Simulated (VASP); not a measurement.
# CdSe (Fm-3m) in VASP: settings compared, part 2 of 2

VASP 6.6.1. The steps go on from the part before.

## 5. Single point, r2SCAN, collinear spin, typed start (volume scaled by 1.08)

Contents of POSCAR:

```
CdSe
1.0
    0.0000000000      2.9486394311      2.9486394311
    2.9486394311      0.0000000000      2.9486394311
    2.9486394311      2.9486394311      0.0000000000
Cd Se
1 1
Direct
    0.0000000000      0.0000000000      0.0000000000
    0.5000000000      0.5000000000      0.5000000000
```

Contents of INCAR.step1:

```
SYSTEM = CdSe
PREC = Accurate
ENCUT = 520
ISMEAR = 1
SIGMA = 0.15
LREAL = .FALSE.
LASPH = .TRUE.
NELM = 150
ISPIN = 2
MAGMOM = 1 0
NUPDOWN = 1.0
NBANDS = 20
GGA = PE
ALGO = Normal
EDIFF = 1E-4
LWAVE = .TRUE.
LCHARG = .FALSE.
```

Contents of INCAR.step2:

```
SYSTEM = CdSe
PREC = Accurate
ENCUT = 520
EDIFF = 1E-6
ISMEAR = 1
SIGMA = 0.15
LREAL = .FALSE.
LASPH = .TRUE.
NELM = 150
ALGO = Normal
ISIF = 2
LWAVE = .FALSE.
LCHARG = .FALSE.
ISPIN = 2
MAGMOM = 1 0
LORBIT = 11
NUPDOWN = 1.0
METAGGA = R2SCAN
LMIXTAU = .TRUE.
NBANDS = 20
ISTART = 1
```

Contents of KPOINTS:

```
Automatic mesh
0
G
  8 8 8
  0 0 0
```

Potentials or basis: VASP PAW PBE potentials, release 64 (Cd, Se).

Command:

```
$ cat potpaw_PBE.64/Cd/POTCAR potpaw_PBE.64/Se/POTCAR > POTCAR
$ cp INCAR.step1 INCAR
$ mpirun -np 1 vasp_std > vasp.out
$ cp INCAR.step2 INCAR
$ mpirun -np 1 vasp_std > vasp.out
```

OUTCAR:

```text
SYSTEM = CdSe
   PREC = Accurate
   ENCUT = 520
   EDIFF = 1E-6
   ISMEAR = 1
   LREAL = .FALSE.
   LASPH = .TRUE.
   NELM = 150
   ISIF = 2
   ISPIN = 2
   LORBIT = 11
   NUPDOWN = 1.0
   METAGGA = R2SCAN
   ISTART = 1

 ion  position               nearest neighbor table
   1  0.000  0.000  0.000-   2 2.95   2 2.95   2 2.95   2 2.95   2 2.95   2 2.95
   2  0.500  0.500  0.500-   1 2.95   1 2.95   1 2.95   1 2.95   1 2.95   1 2.95

  LATTYP: Found a face centered cubic cell.
 ALAT       =     5.8972788622

  Lattice vectors:

 A1 = (   0.0000000000,   2.9486394311,   2.9486394311)
 A2 = (   2.9486394311,   0.0000000000,   2.9486394311)
 A3 = (   2.9486394311,   2.9486394311,   0.0000000000)

Analysis of symmetry for initial positions (statically):
=====================================================================
 Subroutine PRICEL returns:
 Original cell was already a primitive cell.

 Routine SETGRP: Setting up the symmetry group for a
 face centered cubic supercell.

 Subroutine GETGRP returns: Found 48 space group operations
 (whereof 48 operations were pure point group operations)
 out of a pool of 48 trial point group operations.

The static configuration has the point symmetry O_h .

Analysis of symmetry for dynamics (positions and initial velocities):
=====================================================================
 Subroutine PRICEL returns:
 Original cell was already a primitive cell.

 Routine SETGRP: Setting up the symmetry group for a
 face centered cubic supercell.

 Subroutine GETGRP returns: Found 48 space group operations
 (whereof 48 operations were pure point group operations)
 out of a pool of 48 trial point group operations.

The dynamic configuration has the point symmetry O_h .

Analysis of structural, dynamic, and magnetic symmetry:
=====================================================================
 Subroutine PRICEL returns:
 Original cell was already a primitive cell.

 Routine SETGRP: Setting up the symmetry group for a
 face centered cubic supercell.

 Subroutine GETGRP returns: Found 48 space group operations
 (whereof 48 operations were pure point group operations)
 out of a pool of 48 trial point group operations.

The overall configuration has the point symmetry O_h .

 Subroutine INISYM returns: Found 48 space group operations
 (whereof 48 operations are pure point group operations),
 and found     1 'primitive' translations

----------------------------------------------------------------------------------------

                                     Primitive cell

  volume of cell :      51.2737

  direct lattice vectors                    reciprocal lattice vectors
     0.000000000  2.948639431  2.948639431    -0.169569733  0.169569733  0.169569733
     2.948639431  0.000000000  2.948639431     0.169569733 -0.169569733  0.169569733
     2.948639431  2.948639431  0.000000000     0.169569733  0.169569733 -0.169569733

  length of vectors
     4.170005874  4.170005874  4.170005874     0.293703392  0.293703392  0.293703392

  position of ions in fractional coordinates (direct lattice)
     0.000000000  0.000000000  0.000000000
     0.500000000  0.500000000  0.500000000

  ion indices of the primitive-cell ions
   primitive index   ion index
                 1           1
                 2           2

[... 65 lines left out ...]
   ISPIN  =      2    spin polarized calculation?
   LNONCOLLINEAR =      F non collinear calculations
   LSORBIT =      F    spin-orbit coupling
   LASPH  =      T    aspherical Exc in radial PAW
   ENCUT  =  520.0 eV  38.22 Ry    6.18 a.u.   7.75  7.75  7.75*2*pi/ulx,y,z
   NELM   =    150;   NELMIN=  2; NELMDL=  0     # of ELM steps
   EDIFF  = 0.1E-05   stopping-criterion for ELM
   LREAL  =      F    real-space projection
   EDIFFG = 0.1E-04   stopping-criterion for IOM
   NSW    =      0    number of steps for IOM
   IBRION =     -1    ionic relax: 0-MD 1-quasi-New 2-CG
   NFREE  =      0    steps in history (QN), initial steepest desc. (CG)
   ISIF   =      2    stress and relaxation
   ISYM   =      2    0-nonsym 1-usesym 2-fastsym
   POTIM  = 0.5000    time-step for ionic-motion
   TEBEG  =    0.0;   TEEND  =   0.0 temperature during run
   PSTRESS=    0.0 pullay stress
   NELECT =      18.0000    total number of electrons
   NUPDOWN=       1.0000    fix difference up-down
   EMIN   =  10.00;   EMAX   =-10.00  energy-range for DOS
   EFERMI =   0.00;   METHOD = LEGACY
   ISMEAR =     1;   SIGMA  =   0.15  broadening in eV -4-tet -1-fermi 0-gaus
   EFERMI_NEDOS =   21; number of points for ismear=-14 and -15
   IALGO  =     38    algorithm
   IMIX   =      4    mixing-type and parameters
     AMIX     =   0.40;   BMIX     =  1.00
     AMIX_MAG =   1.60;   BMIX_MAG =  1.00
  volume/ion in A,a.u.               =      25.64       173.01
  Fermi-wavevector in a.u.,A,eV,Ry     =   1.154872  2.182392 18.146502  1.333730
  Thomas-Fermi vector in A             =   2.291505
   LORBIT       =     11    0 simple, 1 ext, 2 COOP (PROOUT), +10 PAW based schemes
   METAGGA = R2SCAN    functional components
   LHFCALC =     F    Hartree Fock is set to
   AEXX    =    0.0000 exact exchange contribution
   IVDW    =     0    specifies the selected vdW correction
   LEPSILON=     F    determine dielectric tensor
   LRPA    =     F    only Hartree local field effects (RPA)
 spin polarized calculation
 Methfessel and Paxton  Order N= 1 SIGMA  =   0.15
  energy-cutoff  :      520.00
  volume of cell :       51.27
 maximum number of plane-waves:      1411
   NGX = 15   NGY = 15   NGZ = 15

 number of electron      18.0000004 magnetization       1.0000000

 Free energy of the ion-electron system (eV)
  ---------------------------------------------------
  ext. energy  EPLUGINS =         0.00000000
  ---------------------------------------------------
  free energy    TOTEN  =       -34.46168889 eV

  energy without entropy =      -34.45803906  energy(sigma->0) =      -34.46047228

 E-fermi :   0.8080     XC(G=0): -10.1359

 val. band max:        3.9983416066   @ k =   0.2500   0.1250   0.0000
 cond. band min:       0.8186071519   @ k =  -0.3750   0.2500   0.0000
 fundamental gap:     -3.1797344547
 Fermi energy:         4.0874175908

 spin component 1

 k-point     1 :       0.0000    0.0000    0.0000
  band No.  band energies     occupation
      1     -12.1174      1.00000
      2      -6.4881      1.00000
      3      -6.4881      1.00000
      4      -6.4527      1.00000
      5      -6.4527      1.00000
      6      -6.4527      1.00000
[... 541 lines left out ...]
     19      18.8874      0.00000
     20      20.9200      0.00000

 [... further k-points ...]

 spin component 2

 k-point     1 :       0.0000    0.0000    0.0000
  band No.  band energies     occupation
      1     -11.4590      1.00000
      2      -6.3336      1.00000
      3      -6.3336      1.00000
      4      -6.3314      1.00000
      5      -6.3314      1.00000
      6      -6.3314      1.00000
[... 541 lines left out ...]
     19      19.3553      0.00000
     20      21.3687      0.00000

 [... further k-points ...]

------------------------ aborting loop because EDIFF is reached ----------------------------------------

  FORCE on cell =-STRESS in cart. coord.  units (eV):
  Direction    XX          YY          ZZ          XY          YZ          ZX
  --------------------------------------------------------------------------------------
  -------------------------------------------------------------------------------------
  Total       -0.4297164     -0.4297164     -0.4297164      0.0000000      0.0000000     -0.0000000
  in kB      -13.4275741    -13.4275741    -13.4275741      0.0000000      0.0000000     -0.0000000
  external PRESSURE =     -13.4275741 kB  Pullay stress =       0.0000000 kB

 VOLUME and BASIS-vectors are now :
 -----------------------------------------------------------------------------
  energy-cutoff  :      520.00
  volume of cell :       51.27
      direct lattice vectors                 reciprocal lattice vectors
     0.000000000  2.948639431  2.948639431    -0.169569733  0.169569733  0.169569733
     2.948639431  0.000000000  2.948639431     0.169569733 -0.169569733  0.169569733
     2.948639431  2.948639431  0.000000000     0.169569733  0.169569733 -0.169569733

 POSITION                                       TOTAL-FORCE (eV/Angst)
 -----------------------------------------------------------------------------------
      0.00000      0.00000      0.00000        -0.000000      0.000000     -0.000000
      2.94864      2.94864      2.94864         0.000000     -0.000000      0.000000
 -----------------------------------------------------------------------------------
    total drift:                                0.000000     -0.000000     -0.000000

  FREE ENERGIE OF THE ION-ELECTRON SYSTEM (eV)
  ---------------------------------------------------
  free  energy   TOTEN  =       -34.4616888929 eV

  energy  without entropy=      -34.4580390628  energy(sigma->0) =      -34.46047228

 total charge

# of ion       s       p       d       tot
------------------------------------------
    1        0.485   0.190   9.550  10.226
    2        1.483   2.280   0.023   3.785
--------------------------------------------------
tot          1.968   2.469   9.574  14.011

 magnetization (x)

# of ion       s       p       d       tot
------------------------------------------
    1        0.152   0.023   0.024   0.198
    2        0.027   0.380   0.012   0.419
--------------------------------------------------
tot          0.179   0.403   0.035   0.617
```

Run time: 2.1 min. Hardware: 1 thread of Intel Xeon Platinum 8488C (Sapphire Rapids), shared host; peak memory 0.23 GiB.

What came out:

* Free energy: -34.4617 eV
* Pressure: -1.3 GPa
* Net moment: 1.00 μB per cell
* Site moments: Cd +0.20; Se +0.42 μB
* Valence electrons inside the program's atomic spheres: Cd 10.23; Se 3.79

Caveat: the PAW data sets were made with another functional, which shifts forces and pressure a little; the total moment is fixed, so each spin has its own Fermi level.

## 6. Summary

| level | spin | fixed moment (μB) | cell | smearing | gap on the mesh (eV) | pressure (GPa) |
| --- | --- | --- | --- | --- | --- | --- |
| PBE | off | - | as given | fermi-dirac 0.05 eV | none | 0.0 |
| BLYP+D3(BJ) | off | - | volume scaled by 1.02 | gaussian 0.01 eV | none | -3.1 |
| BLYP+D3(BJ) | off | - | volume scaled by 0.94 | gaussian 0.01 eV | none | 2.1 |
| r2SCAN | collinear, typed start | 1.0 | volume scaled by 1.08 | methfessel-paxton 0.15 eV | - | -1.3 |

Alike in all rows: task single point; potentials or basis VASP PAW PBE potentials, release 64 (Cd, Se); k mesh 8 × 8 × 8; cutoff (eV) 520.

Caveats: the PAW data sets were made with another functional, which shifts forces and pressure a little (some runs); pairwise dispersion overbinds metals, which lowers pressure and volume (some runs); the total moment is fixed, so each spin has its own Fermi level (some runs).

Absolute energies hang on the potentials; compare differences alone.
